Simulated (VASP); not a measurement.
Co, 2 atoms in the cell. The structure is tetragonal, space group I4_1/amd (No. 141). The conventional cell has a = 4.485 Å, b = 4.485 Å, c = 2.364 Å, α = 90.00°, β = 90.00°, γ = 90.00°. Co (site symmetry -4m2) is surrounded by 6 Co at 2.32 to 2.36 Å. The cell was built by a generator and needn't be a form met in nature.

| Quantity | Value |
| --- | --- |
| Program | VASP 6.6.1 |
| Task | single point |
| Functional | r2SCAN |
| Potentials or basis | VASP PAW PBE potentials, release 64 (Co) |
| Cutoff | 520 eV |
| k mesh | 8 × 8 × 8 |
| Occupations | gaussian, width 0.1 eV |
| Spin | collinear spin, typed start |
| Starting moments | [2.15, 2.15] μB |
| Dipole correction | no |
| Further INCAR settings | ALGO = Normal; EDIFF = 1e-06; NBANDS = 20 |

Potentials or basis: VASP PAW PBE potentials, release 64 (Co).

The run is started by

```sh
$ cat potpaw_PBE.64/Co/POTCAR > POTCAR
$ cp INCAR.step1 INCAR
$ mpirun -np 1 vasp_std > vasp.out
$ cp INCAR.step2 INCAR
$ mpirun -np 1 vasp_std > vasp.out
```

Hardware: 1 thread of AMD EPYC 7R13 Processor (Zen 3), with other jobs on the host.

Question: Estimate the wall time of this run.

Answer: Wall time 4.4 min on 1 thread of AMD EPYC 7R13 Processor (Zen 3), on a shared host, peak memory 0.18 GiB. Counts: scf iterations 9, k points 59.
